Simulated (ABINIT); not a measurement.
# Quasiparticle gap of BN (Qingsongite) in ABINIT, part 3 of 3

How does a plane-wave GW calculation on BN (Qingsongite) run from the first input to the gap?

ABINIT 10.8.3; LDA and many-body steps on it, plane waves. Known limits of the many-body steps: not at the basis limit; coarse k mesh.

So far. Step 4 (Empty states on the mesh, 6×6×6 mesh, 68 bands): On this mesh the gap is 4.420 eV. Step 5 (Screening, 6×6×6 mesh, 60 bands, screening to 244.9 eV): Local fields lower ε∞ by 7 %. On a Γ-centred mesh this coarse the value itself is usually too large, while a short band sum pulls it down.

## 6. Self-energy, 6×6×6 mesh, 60 bands, screening to 244.9 eV

The self-energy is evaluated for the states that the input lists, and the levels follow from it, in one-shot runs by the linearised quasiparticle equation.

This step: G0W0 on LDA, plane waves, norm-conserving pseudopotentials.

run.abi reads:

```
acell 3*1.0 Angstrom
rprim 
  -0.000000000000 1.807500000000 1.807500000000
  1.807500000000 0.000000000000 1.807500000000
  1.807500000000 1.807500000000 -0.000000000000
ntypat 2
znucl 5 7
natom 2
typat 1 2
xred 
  0.000000000000 0.000000000000 0.000000000000
  0.250000000000 0.250000000000 0.250000000000
pp_dirpath "pseudos"
pseudos "B.upf, N.upf"
ecut 36
ngkpt 6 6 6
nshiftk 1
shiftk 0 0 0
kptopt 1
chksymbreak 0
istwfk *1
occopt 1
irdwfk 1
optdriver 4
nband 60
gwcalctyp 0
ecutsigx 36
symsigma 1
nkptgw 3
kptgw 
  0.0000000000 0.0000000000 0.0000000000
  0.5000000000 0.5000000000 0.0000000000
  0.5000000000 0.0000000000 0.0000000000
bdgw 
  2 7
  3 6
  3 7
ecuteps 9
irdscr 1
ppmodel 1
indata_prefix "in"
outdata_prefix "out"
tmpdata_prefix "tmp"
```

Started as:

```sh
OMP_NUM_THREADS=1 mpirun -n 8 abinit run.abi > log
```

Numbers of over 12 decimals in the logs are rounded to 6 here.

Log:

```text
.Version 10.8.3 of ABINIT. v10.8.2 released Aug 2026.

 Symmetries : space group F-4 3 m (#216); Bravais cF (face-center cubic)
[... echo of the input left out ...]
== DATASET  1 ==================================================================
-   mpi_nproc: 8, omp_nthreads: 1 (-1 if OMP is not activated)

--- !DatasetInfo
iteration_state: {dtset: 1, }
dimensions: {natom: 2, nkpt: 16, mband: 60, nsppol: 1, nspinor: 1, nspden: 1, mpw: 869, }
cutoff_energies: {ecut:  36.0, pawecutdg:  -1.0, }
electrons: {nelect:   8.00000000E+00, charge:   0.00000000E+00, occopt:   1.00000000E+00, tsmear:   1.00000000E-02, }

 SIGMA: Calculation of the GW corrections

 Based on a program developped by R.W. Godby, V. Olevano, G. Onida, and L. Reining.
 Incorporated in ABINIT by V. Olevano, G.-M. Rignanese, and M. Torrent.
.Using double precision arithmetic ; gwpc =  8

[... cell and pseudopotentials left out ...]
--------------------------------------------------------------------------------

 ==== K-mesh for the wavefunctions ====
 Number of points in the irreducible wedge :    16
[... list of points left out ...]
 Together with 24 symmetry operations and time-reversal symmetry
 yields   216 points in the full Brillouin Zone.

 ==== Q-mesh for screening function ====
 Number of points in the irreducible wedge :    16
[... list of points left out ...]
 Together with 24 symmetry operations and time-reversal symmetry
 yields   216 points in the full Brillouin Zone.

 vcoul_init : cutoff-mode = AUXILIARY_FUNCTION
 q-points for optical limit:   1
     1)      0.000010    0.000020    0.000030
 setmesh: FFT mesh size selected  =    25x   25x   25
          total number of points  =        15625

 Number of electrons calculated from density =    8.0000; Expected =    8.0000
 average of density, n =  0.100376
 r_s =    1.3348
 omega_plasma =   30.5612 [eV]

 === KS Band Gaps ===
  >>>> For spin  1
   Minimum direct gap =   8.7475 [eV], located at k-point      :   0.0000  0.0000  0.0000
   Fundamental gap    =   4.4200 [eV], Top of valence bands at :   0.0000  0.0000  0.0000
                                       Bottom of conduction at :   0.5000  0.5000  0.0000
 SIGMA fundamental parameters:
 PLASMON POLE MODEL  1
 number of plane-waves for SigmaX                  869
 number of plane-waves for SigmaC and W            113
 number of plane-waves for wavefunctions           869
 number of bands                                    60
 number of independent spin polarizations            1
 number of spinorial components                      1
 number of k-points in IBZ                          16
 number of q-points in IBZ                          16
 number of symmetry operations                      24
 number of k-points in BZ                          216
 number of q-points in BZ                          216
 number of frequencies for dSigma/dE                 9
 frequency step for dSigma/dE [eV]                0.25
 number of omega for Sigma on real axis              0
 max omega for Sigma on real axis  [eV]           0.00
 zcut for avoiding poles [eV]                     0.10

 EPSILON^-1 parameters (SCR file):
 dimension of the eps^-1 matrix on file            113
 dimension of the eps^-1 matrix used               113
 number of plane-waves for wavefunctions           869
 number of bands                                    60
 number of q-points in IBZ                          16
 number of frequencies                               2
 number of real frequencies                          1
 number of imag frequencies                          1

 matrix elements of self-energy operator (all in [eV])

 Perturbative Calculation

--- !SelfEnergy_ee
iteration_state: {dtset: 1, }
kpoint     : [   0.000,    0.000,    0.000, ]
spin       : 1
KS_gap     :    8.748
QP_gap     :   10.933
Delta_QP_KS:    2.186
data: !SigmaeeData |
     Band     E0 <VxcDFT>   SigX SigC(E0)      Z dSigC/dE  Sig(E)    E-E0       E
        2   8.006 -18.334 -22.055   2.590   0.826  -0.211 -19.268  -0.934   7.072
        3   8.006 -18.334 -22.055   2.590   0.826  -0.211 -19.268  -0.934   7.072
        4   8.006 -18.334 -22.055   2.590   0.826  -0.211 -19.268  -0.934   7.072
        5  16.753 -13.840  -7.141  -5.212   0.841  -0.188 -12.588   1.252  18.005
        6  16.753 -13.840  -7.141  -5.212   0.841  -0.188 -12.588   1.252  18.005
        7  16.753 -13.840  -7.141  -5.212   0.841  -0.188 -12.588   1.252  18.005

--- !SelfEnergy_ee
iteration_state: {dtset: 1, }
kpoint     : [   0.500,    0.500,    0.000, ]
spin       : 1
KS_gap     :    9.351
QP_gap     :   11.513
Delta_QP_KS:    2.162
data: !SigmaeeData |
     Band     E0 <VxcDFT>   SigX SigC(E0)      Z dSigC/dE  Sig(E)    E-E0       E
        3   3.075 -16.416 -21.623   3.584   0.815  -0.227 -17.739  -1.323   1.752
        4   3.075 -16.416 -21.623   3.584   0.815  -0.227 -17.739  -1.323   1.752
        5  12.426 -12.866  -7.423  -4.459   0.853  -0.172 -12.027   0.839  13.265
        6  17.261 -12.887  -6.730  -5.049   0.850  -0.176 -11.945   0.942  18.203

--- !SelfEnergy_ee
iteration_state: {dtset: 1, }
kpoint     : [   0.500,    0.000,    0.000, ]
spin       : 1
KS_gap     :   12.216
QP_gap     :   14.234
Delta_QP_KS:    2.018
data: !SigmaeeData |
     Band     E0 <VxcDFT>   SigX SigC(E0)      Z dSigC/dE  Sig(E)    E-E0       E
        3   6.055 -17.485 -21.827   2.990   0.823  -0.215 -18.598  -1.113   4.941
        4   6.055 -17.485 -21.827   2.990   0.823  -0.215 -18.598  -1.113   4.941
        5  18.271 -14.773  -8.158  -5.527   0.831  -0.203 -13.869   0.904  19.175
        6  18.648 -14.038  -6.915  -5.512   0.838  -0.194 -12.688   1.350  19.998
        7  18.648 -14.038  -6.915  -5.512   0.838  -0.194 -12.688   1.350  19.998

== END DATASET(S) ==============================================================
================================================================================

 -outvars: echo values of variables after computation  --------
           etotal      0.0000000000E+00
            nband          60
             nkpt          16
          spgroup         216
 [... the other variables as echoed above ...]

 Calculation completed.
```

It took 6.3 s on 8 MPI ranks of Arm Neoverse N1, shared host; peak memory 0.79 GiB.

Numbers from this step:

| Item | Value |
| --- | --- |
| G0W0 gap on the points computed | 6.193 eV |
| starting gap on the mesh | 4.420 eV |
| k of the valence top | 0, 0, 0 |
| k of the conduction bottom | 0.5, 0.5, 0 |
| Z at the valence top | 0.826 |
| Z at the conduction bottom | 0.853 |
| least direct G0W0 gap on the computed points | 10.93 eV |

The gap on the mesh goes from 4.42 eV to 6.19 eV, a correction of +1.77 eV.

Limits: finite bands, cutoff and mesh; coarse k mesh. v1 is the top filled band, c1 the lowest empty one. The levels before and after the correction (eV, zero at the valence-band top of each column):

```csv
,conduction bottom,valence top
Kohn-Sham,4.42,0.00
G0W0,6.19,0.00
```

```csv
,level,energy (eV)
Kohn-Sham,Γ v3-v1,0.000
Kohn-Sham,Γ c1-c3,8.748
Kohn-Sham,(0.5 0.5 0) v2-v1,-4.931
Kohn-Sham,(0.5 0.5 0) c1,4.420
Kohn-Sham,(0.5 0.5 0) c2,9.255
G0W0,Γ v3-v1,0.000
G0W0,Γ c1-c3,10.933
G0W0,(0.5 0.5 0) v2-v1,-5.320
G0W0,(0.5 0.5 0) c1,6.193
G0W0,(0.5 0.5 0) c2,11.131
```

## 7. Where the time went

Times are wall times on 8 MPI ranks of Arm Neoverse N1, shared host, good to a factor of about two.

| step | time | share | memory (GiB) |
| --- | --- | --- | --- |
| ground state | 4.8 s | 16 % | 0.46 |
| bands along the symmetry lines | 4.1 s | 13 % | 0.43 |
| empty states on the mesh | 5 s | 16 % | 0.72 |
| screening | 11 s | 34 % | 0.71 |
| self-energy | 6.3 s | 20 % | 0.79 |

## 8. What came out

| Item | Value |
| --- | --- |
| LDA gap | 4.42 eV, indirect |
| G0W0 gap on the mesh | 6.19 eV |
| GW settings | 6×6×6 mesh, 60 bands, screening to 244.9 eV, Godby-Needs plasmon pole |
| known limits | not at the basis limit; coarse k mesh |

**Reading.** G0W0 moves the gap on the mesh from 4.42 eV to 6.19 eV (+1.77 eV), with Z of 0.83 and 0.85 at the edges. Local fields lower the RPA ε∞ on this mesh from 4.79 to 4.44; a Γ-centred mesh this coarse tends to raise both, most where the direct gap is narrow, while a short band sum lowers them. Only 3 of the mesh's irreducible points were corrected, so a valley elsewhere could overtake. The dearest step here is «screening». Bands and cutoff are finite, so the gap is not at the basis limit. The miss can reach some tenths of an eV and take either sign; the mesh is an error of its own. In the G0W0 run levels were corrected at 3 k points alone, so a gap called «on the mesh» is the least over those, and an edge elsewhere would be missed. The 6×6×6 mesh is coarse for this cell, which bears on the long-range parts of exchange and screening.

[Paths, hosts, dates, memory and timing lines, banners, echoed tables and standing remarks are left out of the program output.]

[Logs are printed without paths, hosts, clocks, repeated set-up lines and the standing remarks that a program may print on its own settings, such as how far it seeks lower states.]

[Runs of the session that timed out or met a known fault of the program may be left out.]

[Hosts, paths, dates, database ids (printed as entryN), source tags and the programs' standing remarks are cut or masked in the printed files.]

[G0W0 gaps are taken among the corrected bands and points alone; a level outside them can change the order at an edge.]

[Where Ansatz stands beside ABINIT at settings called matched, ABINIT's density can come from a denser mesh and the files from another edition; pairs whose starting gaps differed by over 0.03 eV were left out, so agreement reads better than it is.]
